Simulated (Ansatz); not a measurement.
Wanted: the native input for an Ansatz 0.2.0 run.

```
Task                                : band structure
Functional                          : PBEsol
Potentials or basis                 : Ansatz PAW
Cutoff                              : 420 eV (not typed: the program's choice for these potentials)
k mesh                              : 9 × 9 × 5
Occupations                         : fermi-dirac, width 0.05 eV
Spin                                : no spin polarisation
Path                                : [["G", "M", "K", "G", "A", "L", "H", "A"], ["L", "M"], ["K", "H"]]
Points for each segment of the path : 14
```

Crystal: PtS2.

```xyz
3
Lattice="3.5432 0.0000 0.0000 -1.7716 3.0685 0.0000 0.0000 0.0000 5.0388" Properties=species:S:1:pos:R:3 pbc="T T T"
Pt    0.0000    0.0000    0.0000
S     1.7716    1.0228    3.8950
S     0.0000    2.0457    1.1438
```

One way to write it, as run:

input.yaml

```yaml
crystal:
  lattice:
    - [3.5432, 0.0, 0.0]
    - [-1.7716, 3.0685012107, 0.0]
    - [0.0, 0.0, 5.0388]
  atoms:
    - { symbol: Pt, position: [0.0, 0.0, 0.0] }
    - { symbol: S, position: [0.6666666667, 0.3333333333, 0.773] }
    - { symbol: S, position: [0.3333333333, 0.6666666667, 0.227] }
hamiltonian:
  xc: pbesol
  pseudopotentials: { kind: paw }
kpoints:
  mp_grid: { grid: [9, 9, 5] }
  band_path:
    path:
      - [[0.0, 0.0, 0.0], [0.5, 0.0, 0.0], [0.3333333333, 0.3333333333, 0.0], [0.0, 0.0, 0.0], [0.0, 0.0, 0.5], [0.5, 0.0, 0.5], [0.3333333333, 0.3333333333, 0.5], [0.0, 0.0, 0.5]]
      - [[0.5, 0.0, 0.5], [0.5, 0.0, 0.0]]
      - [[0.3333333333, 0.3333333333, 0.0], [0.3333333333, 0.3333333333, 0.5]]
    npoints: 14
scf:
  occupations: { method: fermi_dirac, width: 0.05 }
  n_extra_bands: 7
output:
  forces: true
  stress: true
  eigenvalues: true
  fatbands: false
```

Potentials or basis: Ansatz PAW.

The run is started by

```sh
$ ansatz run input.yaml --threads 2 --pin off --max-ram 5632MiB --backend cpu --events-out ev --progress --plain --runs-dir out
```

Results of the run:

| Quantity | Value |
| --- | --- |
| Pressure | 6.4 GPa |
| Largest force | 0.952 eV/Å |
| Band gap on the k mesh | 0.95 eV, indirect (least direct gap 0.99 eV) |
| Band gap along the path | 0.96 eV, indirect (least direct gap 1.49 eV) |

Caveat: spin-orbit coupling is left out, which moves the levels of the heavy elements; the PAW data sets come from PBE, with cores solved anew for the run's functional, which leaves a small shift of forces and pressure.

It took 2.1 s on 2 threads of Intel(R) Xeon(R) Platinum 8488C (Sapphire Rapids) (shared host), peak memory 0.4 GiB.
